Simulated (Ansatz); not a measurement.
The calculation used DFT PBE, scalar-relativistic, plane waves, PAW (Ansatz 0.2.0). Settings: cutoff 420 eV, Γ-centred meshes spaced at most about 0.3 Å⁻¹ (2π included), Gaussian smearing. No spin polarisation in the final relaxations.

Temperature and zero-point effects are left out.

Compare these two cells of NaCl, each relaxed at this level.

A. Space group P6_3/mmc (No. 194), hexagonal, a = 3.955 Å, c = 6.843 Å. Around Na lie 6 Cl at 2.85 Å; Cl is surrounded by 6 Na at 2.85 Å.

B. Space group P4/mmm (No. 123), tetragonal, a = 3.853 Å, c = 6.300 Å. Na is surrounded by 4 Cl at 2.72 Å; Cl is surrounded by 4 Na at 2.72 Å.

Question: Which would you expect to be lower, and how large is the difference?

Answer: A is lower, by 115 meV/atom. A has the nickel arsenide type, space group P6_3/mmc (No. 194), 23.2 Å³/atom and a gap of 4.89 eV on its mesh; B has space group P4/mmm (No. 123), 46.8 Å³/atom and a gap of 4.57 eV. Counting Cl atoms around Na (those within 1.25 times the shortest such distance or 1.15 times the sum of covalent radii), A has Na 6 and B has Na 4. Both come from invented guesses. The part of the Crystallography Open Database at hand lists NaCl in space groups No. 221, 225; no cell shown has one of them.

Weakly bound directions are ill-defined at this level, which has no dispersion term (P4/mmm), and this can change margins and order among such cells. Kohn–Sham gaps at this level usually fall short of measured ones. Cells relaxed within their symmetry can be saddle points.
